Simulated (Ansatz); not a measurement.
O (C2/m): spin–orbit coupling, moments along [010]

Computed with Ansatz, DFT, PBE, PAW with Ansatz's default frozen-core files, fully relativistic files with spin-orbit coupling.

Command: `ansatz run input.yaml --threads 4 --pin off --max-ram 7168MiB --backend cpu --events-out ev --progress --plain --runs-dir out`

```yaml
crystal:
  lattice:
    - [2.8514028533, -1.66241594, 0.0]
    - [2.8514028533, 1.66241594, 0.0]
    - [-2.3944914034, 0.0, 3.6470501824]
  atoms:
    - { symbol: O, position: [0.02545383, 0.02545383, 0.15557402], spin: 0.6, spin_axis: [0.0, 1.0, 0.0] }
    - { symbol: O, position: [0.97454617, 0.97454617, 0.84442598], spin: 0.6, spin_axis: [0.0, 1.0, 0.0] }
magnetization:
  noncollinear: true
  spin_orbit: true
kpoints:
  mp_grid: { grid: [8, 8, 6] }
scf:
  occupations: { method: fermi_dirac, width: 0.05 }
  convergence: { dr2_threshold: 1.0e-09 }
  max_iter: 120
  lower_state_search: "off"
hamiltonian:
  xc: pbe
  pseudopotentials: { kind: paw_fr }
output:
  eigenvalues: false
  write_density: true
  write_potential: true
  elf: true
  volumetric_format: npy
```

The program prints:

```
settings of this run that can trade accuracy for cost: output.eigenvalues: false. Do not mix this run's numbers with those of runs without the same settings; the input reference describes each key
Engine: ansatz 0.2.0
Pseudopotentials: kind: paw_fr
Pseudopotential: O, paw_fr, valence charge 6, recommended cutoff 420 eV (normal), O.paw.azcp#standard-fr
Functional definition: PBE
  parameter kappa = 0.804
  parameter beta = 0.06672455060314922
  exchange = pbe_x(kappa = kappa, mu = beta*pi^2/3)
  correlation = pbe_c(beta = beta)
Crystal: 2 atoms, lattice volume = 34.576 Å³
Basis set: ecut = 420 eV, 687 PW (Γ)
Bands: 20, of which v1, the nominal top of the filled ones, is band 12 counted from 1 (11 counted from 0)
Symmetry: 4 space group operations
Magnetic group: BNS 12.58 (UNI 65), of the structure as read, at distance tolerance 3.3e-5 Å
k-points: 114 of 384
Projection manifold: j_resolved (fully-relativistic pseudo-atomic orbitals)
Non-local potential: O, projectors of the file, l = 0: 2, l = 1: 4, l = 2: 2
PAW form: soft (Blöchl's): semilocal exchange-correlation on the pseudo side does not see the compensation charge
PAW one-centre angular grid: O, 110 points (default); XC on 64 Gauss nodes
Initial density: superposition of atomic densities (chi_scale 0.1, normalization cell)
Starting moments: Σ|m| = 1.2 μB on 2 of 2 sites
Initial wavefunctions: pseudopotential atomic-orbital guess
Functional: x = pbe(κ = 0.804, μ = 0.2195149727645171), c = pbe(β = 0.06672455060314922)
SCF iter   1: F=—  HF=-1129.638765 eV  |F-HF|=—  |Δ(HF+E_count)|=         —  Δρ=1.05e-1  dr2=5.72e-1  dr2_m=8.73e-1  ethr=3.10e-3  |M|=1.96e0 ∫|m|=1.96e0 μB  |m|>n=0.0e0 m-floor=0.0e0 τ_xc=6.5e-16 mc-row=0.0e0  β_m=1.00  ⟨swp⟩=5.7  Hψ=12115  notcnv=0  defer=25
preconditioner: auto → none  [metal: Δε(μ)=0.070 eV  Ē_g=15.155 eV  σ=0.050 eV  W_gap=0.33  n_scr=4 (ndim 8)  ℏωp=20.0 eV  f_vac=0.171  D(μ)=0.64/eV (n_scr^D=2)  sad-step TF]
SCF iter   2: F=—  HF=-1129.791519 eV  |F-HF|=—  |Δ(HF+E_count)|=   1.53e-1  Δρ=4.50e-2  dr2=2.64e-1  dr2_m=2.95e-2  ethr=3.10e-3  |M|=2.00e0 ∫|m|=2.02e0 μB  |m|>n=0.0e0 m-floor=0.0e0 τ_xc=2.3e-4 mc-row=0.0e0  β_m=1.00  ⟨swp⟩=2.0  Hψ=5144  notcnv=0  defer=214
SCF iter   3: F=—  HF=-1129.780504 eV  |F-HF|=—  |Δ(HF+E_count)|=   1.10e-2  Δρ=7.35e-3  dr2=6.59e-3  dr2_m=5.40e-4  ethr=2.20e-3  |M|=2.00e0 ∫|m|=2.03e0 μB  |m|>n=0.0e0 m-floor=0.0e0 τ_xc=4.0e-4 mc-row=0.0e0  β_m=1.00  ⟨swp⟩=2.0  Hψ=3884  notcnv=0  defer=214
SCF iter   4: F=—  HF=-1129.847344 eV  |F-HF|=—  |Δ(HF+E_count)|=   6.68e-2  Δρ=2.94e-3  dr2=1.30e-3  dr2_m=7.92e-5  ethr=5.49e-5  |M|=2.00e0 ∫|m|=2.03e0 μB  |m|>n=0.0e0 m-floor=0.0e0 τ_xc=5.3e-4 mc-row=0.0e0  β_m=1.00  ⟨swp⟩=2.1  Hψ=4621  notcnv=0  defer=216
SCF iter   5: F=—  HF=-1129.882710 eV  |F-HF|=—  |Δ(HF+E_count)|=   3.54e-2  Δρ=9.83e-4  dr2=1.96e-4  dr2_m=2.06e-5  ethr=1.08e-5  |M|=2.00e0 ∫|m|=2.03e0 μB  |m|>n=0.0e0 m-floor=0.0e0 τ_xc=6.3e-4 mc-row=0.0e0  β_m=0.30  ⟨swp⟩=2.0  Hψ=3766  notcnv=0  defer=216
Mixer restart at iter 5: flushing history
spin-set hold released at iteration 5 (site moments contracting): the magnetisation degrees of freedom join the quasi-Newton model from the next iteration; the mixer history was flushed
SCF iter   6: F=—  HF=-1129.900897 eV  |F-HF|=—  |Δ(HF+E_count)|=   1.82e-2  Δρ=6.31e-4  dr2=7.28e-5  dr2_m=2.60e-5  ethr=1.63e-6  |M|=2.00e0 ∫|m|=2.03e0 μB  |m|>n=0.0e0 m-floor=0.0e0 τ_xc=6.9e-4 mc-row=0.0e0  β_m=0.65  ⟨swp⟩=2.0  Hψ=3699  notcnv=0  defer=216
SCF iter   7: F=—  HF=-1129.919276 eV  |F-HF|=—  |Δ(HF+E_count)|=   1.84e-2  Δρ=3.87e-4  dr2=6.72e-7  dr2_m=1.19e-5  ethr=6.06e-7  |M|=2.00e0 ∫|m|=2.03e0 μB  |m|>n=0.0e0 m-floor=0.0e0 τ_xc=8.5e-4 mc-row=0.0e0  β_m=0.77  ⟨swp⟩=3.2  Hψ=4586  notcnv=0  defer=216
SCF iter   8: F=—  HF=-1129.919282 eV  |F-HF|=—  |Δ(HF+E_count)|=   5.67e-6  Δρ=1.09e-4  dr2=3.23e-7  dr2_m=9.46e-7  ethr=5.60e-9  |M|=2.00e0 ∫|m|=2.03e0 μB  |m|>n=0.0e0 m-floor=0.0e0 τ_xc=8.5e-4 mc-row=0.0e0  β_m=0.87  ⟨swp⟩=2.1  Hψ=3459  notcnv=0  defer=216
SCF iter   9: F=—  HF=-1129.919283 eV  |F-HF|=—  |Δ(HF+E_count)|=   8.37e-7  Δρ=3.68e-5  dr2=3.27e-7  dr2_m=3.02e-8  ethr=2.69e-9  |M|=2.00e0 ∫|m|=2.03e0 μB  |m|>n=0.0e0 m-floor=0.0e0 τ_xc=8.6e-4 mc-row=0.0e0  β_m=0.72  ⟨swp⟩=2.0  Hψ=3431  notcnv=0  defer=216
SCF iter  10: F=—  HF=-1129.919283 eV  |F-HF|=—  |Δ(HF+E_count)|=   1.28e-7  Δρ=3.46e-6  dr2=1.78e-10  dr2_m=1.12e-9  ethr=8.33e-12  |M|=2.00e0 ∫|m|=2.03e0 μB  |m|>n=0.0e0 m-floor=0.0e0 τ_xc=8.6e-4 mc-row=0.0e0  β_m=0.85  ⟨swp⟩=2.0  Hψ=6921  notcnv=0
SCF iter  11: F=-1129.919283 eV  HF=-1129.919283 eV  |F-HF|=3.71e-11  |Δ(HF+E_count)|=  7.05e-11  Δρ=8.74e-7  dr2=1.48e-11  dr2_m=7.54e-11  ethr=1.49e-12  |M|=2.00e0 ∫|m|=2.03e0 μB  |m|>n=0.0e0 m-floor=0.0e0 τ_xc=8.6e-4 mc-row=0.0e0  ⟨swp⟩=3.0  Hψ=4821  notcnv=0
SCF 1 converged in 11 iterations: F = -1129.919283 eV  dr2 = 1.48e-11
  greatest PAW one-centre occupation: 0.883 electrons in one spin orbital (limit 2), on the O atom at site 1 (counted from 0), in its partial waves of l = 0
SCF converged after 11 iterations
Magnetization: |M| = 1.9997 μB,  M = (-0.0000, +1.9997, +0.0000) μB
Absolute magnetization: 2.0345 μB (∫|m|, with the PAW one-centre terms)
  site 0: m = (-0.0000, +0.5604, +0.0000) μB, |m| = 0.5604 μB  (R = 0.50 Å)
  site 1: m = (-0.0000, +0.5604, +0.0000) μB, |m| = 0.5604 μB  (R = 0.50 Å)
Free energy (F): -1129.919283 eV
Harris-Foulkes:  -1129.919283 eV  (|F-HF|=3.71e-11)
Internal energy: -1129.919282 eV  (E = F + TS)
E sigma→0 (E₀):  -1129.919283 eV
Entropy (-TS):   -0.000000 eV (-0.000 meV/atom)
Fermi energy:    -0.333650 eV
--- Per-component energies (eV) ---
  E_band       = -126.867502
  E_kinetic    = 341.338750
  E_local      = -1008.391214  (includes V_loc(G=0)·N_el)
  E_nonlocal   = 97.878360
  E_hartree    = 347.375132
  E_xc         = -143.268634
  E_vxc        = -182.359636  (∫ρ·V_xc dr)
  E_paw        = -314.851819  (= ΣΔE_a)
  E_vpaw       = -70.088705  (= ΣTr[D̂ρ^β])
  E_aug_tail   = 0.004699  (compensation charges beyond the density's cutoff)
  E_ewald      = -450.004556
  E_smearing   = -0.000000  (= −TS)
  E_closure    = -0.000000  (closes the sum)
  Σ components = -1129.919283   (vs F -1129.919283, Δ=0.00e0)
settings of this run that can trade accuracy for cost: output.eigenvalues: false. Do not mix this run's numbers with those of runs without the same settings; the input reference describes each key
```

Site moments (μB): O1 (0.00, 0.56, 0.00); O2 (0.00, 0.56, 0.00). Cell moment 2.00 μB.

The Ansatz runs typed with the search for lower states off end where their start leads. None of this fixes the real material's magnetic order: only patterns that fit the cell were computed, at zero temperature, with a functional that can overstate moments.

It took 5.8 s on 4 threads of Intel(R) Xeon(R) Platinum 8259CL CPU @ 2.50GHz (Skylake/Cascade Lake) (shared host), peak memory 0.49 GiB.
